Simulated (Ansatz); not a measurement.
# Ge (Cmmm) in Ansatz: single point with PBE

Aim: the single point of Ge with PBE.

Program: Ansatz 0.2.0. These are calculated values, not measurements. Logs are shortened: lines on timing, memory, paths and dates and some standing lists are left out, and cuts for length are marked.

## Step 1: The structure

Symmetry: Cmmm, No. 65, orthorhombic system. The conventional cell has a = 2.794 Å, b = 5.201 Å, c = 2.698 Å, α = 90.00°, β = 90.00°, γ = 90.00°. Ge (site symmetry mmm) is surrounded by 8 Ge at 2.70 to 2.95 Å.

This isn't the form of Ge at room conditions, which is diamond.

## Step 2: Single point, PBE

File input.yaml:

```yaml
crystal:
  lattice:
    - [1.397149, -2.600516, 0.0]
    - [1.397149, 2.600516, 0.0]
    - [0.0, 0.0, 2.698231]
  atoms:
    - { symbol: Ge, position: [0.5, 0.5, 0.0] }
hamiltonian:
  xc: pbe
  pseudopotentials: { kind: paw }
kpoints:
  mp_grid: { grid: [11, 11, 10] }
scf:
  occupations: { method: gaussian, width: 0.03 }
output:
  forces: true
  stress: true
  eigenvalues: true
  write_density: true
  write_potential: true
  elf: true
  volumetric_format: npy
```

Potentials or basis: Ansatz PAW.

Launch:

```bash
$ ansatz run input.yaml --threads 2 --pin off --max-ram 5632MiB --backend cpu --events-out ev --progress --plain --runs-dir out
```

Output:

```text
Warning: RAYON_NUM_THREADS=2 ignored (pool sized by the plan → 2); use --threads N
Engine: ansatz 0.2.0, aarch64-unknown-linux-gnu
Pseudopotentials: kind: paw
Pseudopotential: Ge, paw, valence charge 14, recommended cutoff 420 eV (normal), Ge.paw.azcp
Functional definition: PBE
  parameter kappa = 0.804
  parameter beta = 0.06672455060314922
  exchange = pbe_x(kappa = kappa, mu = beta*pi^2/3)
  correlation = pbe_c(beta = beta)
Crystal: 1 atoms, lattice volume = 19.607 Å³
Basis set: ecut = 420 eV, 397 PW (Γ), exchange–correlation on 40×40×40 points (8 copies of the dense FFT grid, shifted against one another)
Bands: 11, of which v1, the nominal top of the filled ones, is band 7 counted from 1 (6 counted from 0)
Symmetry: 8 space group operations
Space group: Cmmm (ITA 65), of the structure as read, at distance tolerance 2.7e-5 Å
k-points: 216 of 1210
Non-local potential: Ge, projectors of the file, l = 0: 2, l = 1: 2, l = 2: 3, l = 3: 1
PAW form: soft (Blöchl's): semilocal exchange-correlation on the pseudo side does not see the compensation charge
PAW one-centre angular grid: Ge, 590 points (default); XC on 64 Gauss nodes
Initial density: superposition of atomic densities (neutral atoms: chi_scale 0, normalization atom), corrected by the library's trained network
Initial wavefunctions: pseudopotential atomic-orbital guess
Functional: x = pbe(κ = 0.804, μ = 0.2195149727645171), c = pbe(β = 0.06672455060314922)
SCF iter   1: F=—  HF=-4294.733458 eV  |F-HF|=—  |Δ(HF+E_count)|=         —  Δρ=1.19e-3  dr2=3.18e-4  ethr=1.77e-3  ⟨swp⟩=5.9  Hψ=13921  notcnv=0
preconditioner: auto → none  [metal: Δε(μ)=0.013 eV  Ē_g=26.960 eV  σ=0.030 eV  W_gap=0.24  n_scr=8 (ndim 8)  ℏωp=31.4 eV  f_vac=0.000  D(μ)=0.70/eV (n_scr^D=4)  sad-step TF]
SCF iter   2: F=—  HF=-4294.733259 eV  |F-HF|=—  |Δ(HF+E_count)|=   1.99e-4  Δρ=8.38e-4  dr2=1.54e-4  ethr=2.27e-6  ⟨swp⟩=2.2  Hψ=4832  notcnv=0
SCF iter   3: F=—  HF=-4294.733271 eV  |F-HF|=—  |Δ(HF+E_count)|=   1.16e-5  Δρ=3.97e-4  dr2=1.97e-5  ethr=1.10e-6  ⟨swp⟩=2.0  Hψ=3855  notcnv=0
SCF iter   4: F=—  HF=-4294.733228 eV  |F-HF|=—  |Δ(HF+E_count)|=   4.25e-5  Δρ=1.30e-4  dr2=1.82e-6  ethr=1.41e-7  ⟨swp⟩=2.0  Hψ=3806  notcnv=0
SCF iter   5: F=—  HF=-4294.733227 eV  |F-HF|=—  |Δ(HF+E_count)|=   1.28e-6  Δρ=2.34e-5  dr2=7.86e-8  ethr=1.30e-8  ⟨swp⟩=2.0  Hψ=3857  notcnv=0
SCF iter   6: F=-4294.733227 eV  HF=-4294.733227 eV  |F-HF|=5.29e-8  |Δ(HF+E_count)|=   6.78e-8  Δρ=1.23e-5  dr2=2.08e-8  ethr=5.61e-10  ⟨swp⟩=7.5  Hψ=12192  notcnv=0
SCF 1 converged in 6 iterations: F = -4294.733227 eV  dr2 = 2.08e-8
SCF converged after 6 iterations
Free energy (F): -4294.733227 eV
Harris-Foulkes:  -4294.733227 eV  (|F-HF|=5.29e-8)
Internal energy: -4294.732923 eV  (E = F + TS)
E sigma→0 (E₀):  -4294.733075 eV
Entropy (-TS):   -0.000303 eV (-0.303 meV/atom)
Fermi energy:    10.351387 eV
--- Per-component energies (eV) ---
  E_band       = -121.803979
  E_kinetic    = 110.186474
  E_local      = -2188.350808  (includes V_loc(G=0)·N_el)
  E_nonlocal   = 415.944679
  E_hartree    = 956.393262
  E_xc         = -75.418708
  E_vxc        = -64.330831  (∫ρ·V_xc dr)
  E_paw        = -2017.230754  (= ΣΔE_a)
  E_vpaw       = -308.049141  (= ΣTr[D̂ρ^β])
  E_aug_tail   = 0.000315  (compensation charges beyond the density's cutoff)
  E_ewald      = -1496.257385
  E_smearing   = -0.000303  (= −TS)
  E_closure    = 0.000000  (closes the sum)
  Σ components = -4294.733227   (vs F -4294.733227, Δ=0.00e0)
--- Forces (eV/Å), atoms counted from 1 ---
  atom   1  Ge    -0.00000000     0.00000000     0.00000000
  max |Σ_I F_I| component: 6.31e-30 eV/Å
--- Stress (GPa, compression-positive) ---
        1.067075       0.000000       0.000000
        0.000000      -2.828194       0.000000
        0.000000       0.000000      -0.175504
  P = ⅓ Tr σ = -0.6455 GPa (-6.455 kbar)
--- Band table (eV; the first three rows and the last of 216) ---
  k-point 0: bands = ["-14.3612", "-14.3084", "-14.2579", "-14.1525", "-14.1321", "-2.4933", "17.0340", "17.5040", "19.0140", "20.4749", "22.8109"]
  k-point 1: bands = ["-14.3425", "-14.3071", "-14.2571", "-14.1590", "-14.1384", "-2.2959", "14.6384", "17.6925", "19.2033", "22.3599", "23.5037"]
  k-point 2: bands = ["-14.3073", "-14.2901", "-14.2549", "-14.1760", "-14.1547", "-1.7073", "11.3611", "18.2356", "19.7480", "23.2094", "25.0715"]
  k-point 215: bands = ["-14.3187", "-14.2828", "-14.2084", "-14.1685", "-14.0817", "5.4117", "7.9887", "8.4093", "13.8633", "18.5130", "23.7538"]
```

rho_z.tsv:

```text
# z_ang	rho[e/angstrom^3]
# format = ansatz-planar-average/11
# lattice	1.397149000	-2.600516000	0.000000000
# lattice	1.397149000	2.600516000	0.000000000
# lattice	0.000000000	0.000000000	2.698231000
# sites	1
# site	32	1.397149000	0.000000000	0.000000000
0.000000	2.589419e0
0.134912	2.186886e0
0.269823	1.384344e0
0.404735	7.643302e-1
0.539646	4.474879e-1
0.674558	3.017293e-1
[... 12 lines left out ...]
2.428408	1.384344e0
2.563319	2.186886e0
```

v_z.tsv:

```text
# z_ang	v_es[eV]	v_tot[eV]
# format = ansatz-planar-average/11
# xc	pbe
# density_cutoff_ev	1680
# datasets	Ge=:simpson_from_first_knot:soft
# lattice	1.397149000	-2.600516000	0.000000000
# lattice	1.397149000	2.600516000	0.000000000
# lattice	0.000000000	0.000000000	2.698231000
# sites	1
# site	32	1.397149000	0.000000000	0.000000000
0.000000	-2.552025e0	-1.541269e1
0.134912	-2.142737e0	-1.488810e1
0.269823	-9.737910e-1	-1.335433e1
0.404735	7.901753e-1	-1.097914e1
0.539646	2.976126e0	-8.000903e0
0.674558	5.453696e0	-4.733000e0
[... 12 lines left out ...]
2.428408	-9.737910e-1	-1.335433e1
2.563319	-2.142737e0	-1.488810e1
```

Run time: 2 s. Hardware: 2 threads of Arm Neoverse V1, shared host; peak memory 0.29 GiB.

Results:

* Free energy: -4294.7332 eV
* Pressure: -0.6 GPa
* Band gap on the k mesh: none (metal or under the smearing width)

Stress tensor (GPa, compression positive):
```
 1.07  0.00  0.00
 0.00 -2.83  0.00
 0.00  0.00 -0.18
```
